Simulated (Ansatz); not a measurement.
Method: DFT PBE, scalar-relativistic, plane waves, PAW in Ansatz 0.2.0. Settings: cutoff 420 eV, Γ-centred meshes spaced at most about 0.3 Å⁻¹, and about 0.25 Å⁻¹ or finer for metals (2π included), Gaussian smearing. No spin polarisation.

These are static total energies at zero pressure.

Two relaxed structures of AlP₅:

A. Space group P4/mmm (No. 123), tetragonal, a = 7.001 Å, c = 2.360 Å. Around Al lie 2 Al at 2.36 Å and 4 P at 2.58 Å; P on a site of symmetry m2m has 3 P at 2.36–2.37 Å and 1 Al at 2.58 Å; around P on a site of symmetry 4/mmm lie 6 P at 2.36–2.37 Å.

B. Space group P6/mmm (No. 191), hexagonal, a = 7.920 Å, c = 2.387 Å. Al has 2 Al at 2.39 Å; around P on a site of symmetry mmm lie 4 P at 2.29–2.39 Å; P on a site of symmetry -6m2 has 5 P at 2.29–2.39 Å.

**Question.** Which would you expect to be lower, and how large is the difference?

**Answer.** A is lower, by 52 meV/atom. A has space group P4/mmm (No. 123), 19.3 Å³/atom and no gap on its mesh; B has space group P6/mmm (No. 191), 21.6 Å³/atom and no gap. Counting P atoms around Al (those within 1.25 times the shortest such distance or 1.15 times the sum of covalent radii; a plus sign parts nearer from farther groups; the shortest distance is added where it is long for a bond), A has Al 4 and B has Al 6+18 from 4.0 Å. A holds P–P chains (shortest 2.36 Å); B holds P–P bonds in all directions (shortest 2.29 Å). The denser one is the lower, and pressure would at first widen the difference. Even the lower one lies +0.45 eV/atom against the reference forms of the elements (uncorrected), so neither is stable at this level. Both come from invented guesses. The lowest form computed isn't among them: it has space group P-6m2 (No. 187), 15.5 Å³/atom and lies 204 meV/atom below the best shown.

Cells relaxed within their symmetry can be saddle points. Some candidate types were left out of the draw beforehand, so a known form may be missing.
